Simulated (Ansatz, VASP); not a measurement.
## PtS2: VASP beside Ansatz

File INCAR:

```
SYSTEM = PtS2
ALGO     = Normal         ! electronic algorithm
EDIFF    = 1E-7           ! SCF threshold, eV
ENCUT    = 520            ! plane-wave cutoff, eV
GGA      = PE             ! functional
ISIF     = 2              ! what is computed and relaxed
ISMEAR   = 0              ! smearing method
LASPH    = .True.         ! aspherical terms in the spheres
LCHARG   = .True.         ! write CHGCAR
LELF     = .True.         ! ELF
LORBIT   = 11             ! projections on sites
LREAL    = .False.        ! projectors in reciprocal space
LVHAR    = .True.       
LWAVE    = .False.        ! write WAVECAR
NELM     = 60             ! most SCF steps
PREC     = Accurate       ! precision mode
SIGMA    = 0.02           ! smearing width, eV
```

The input KPOINTS:

```
k-points
0
Gamma
  9 9 5
  0 0 0
```

Contents of POSCAR:

```
PtS2
1.0
    3.5432000000      0.0000000000      0.0000000000
   -1.7716000000      3.0685012107      0.0000000000
    0.0000000000      0.0000000000      5.0388000000
Pt S
1 2
Direct
    0.0000000000      0.0000000000      0.0000000000
    0.6666666667      0.3333333333      0.7730000000
    0.3333333333      0.6666666667      0.2270000000
```

input.yaml

```yaml
crystal:
  lattice:
    - [3.5432, 0.0, 0.0]
    - [-1.7716, 3.0685012107, 0.0]
    - [0.0, 0.0, 5.0388]
  atoms:
    - { symbol: Pt, position: [0.0, 0.0, 0.0] }
    - { symbol: S, position: [0.6666666667, 0.3333333333, 0.773] }
    - { symbol: S, position: [0.3333333333, 0.6666666667, 0.227] }
hamiltonian:
  xc: pbe
  pseudopotentials: { kind: paw }
kpoints:
  mp_grid: { grid: [9, 9, 5] }
scf:
  occupations: { method: gaussian, width: 0.02 }
output:
  forces: true
  stress: true
  eigenvalues: true
```

Alike in both runs: functional PBE; k mesh 9 × 9 × 5; occupations gaussian, width 0.02 eV; no spin polarisation.

```csv
,VASP,Ansatz
version,VASP 6.6.1,Ansatz 0.2.0
potentials or method,"VASP PAW PBE potentials, release 64 (Pt, S)",Ansatz PAW
plane-wave cutoff (eV),520,420
valence electrons in the cell,22,30
task,atomic charges,single point
```

VASP gave:

| Item | Value |
| --- | --- |
| gap on the k mesh at the Fermi level (eV) | 1.03 |
| least direct gap on the mesh (eV) | 1.08 |
| pressure (GPa) | 11.1 |
| largest component of the traceless stress (GPa) | 0.99 |
| rms of the force components (eV/Å) | 0.572 |

Question: What did Ansatz give for the same quantities?

Answer: gap on the k mesh at the Fermi level (eV): 1.02; least direct gap on the mesh (eV): 1.07; pressure (GPa): 11.6; largest component of the traceless stress (GPa): 1.17; rms of the force components (eV/Å): 0.592.

Atom by atom the forces differ by 0.021 eV/Å (rms over components). The two sets of potentials don't hold the same shells in valence.

Caveats: spin-orbit coupling is left out, which moves the levels of the heavy elements; forces of over 1 eV/Å show positions far from the minimum, so gaps and moduli don't describe the material at rest; an odd mesh through Γ misses points on the zone boundary, where band edges often lie (VASP); odd divisions of the mesh miss points on the zone boundary, where band edges often lie, so the gap on the mesh can be too wide (Ansatz). Expect the measured gap to be larger: semilocal functionals such as PBE lack the derivative discontinuity.
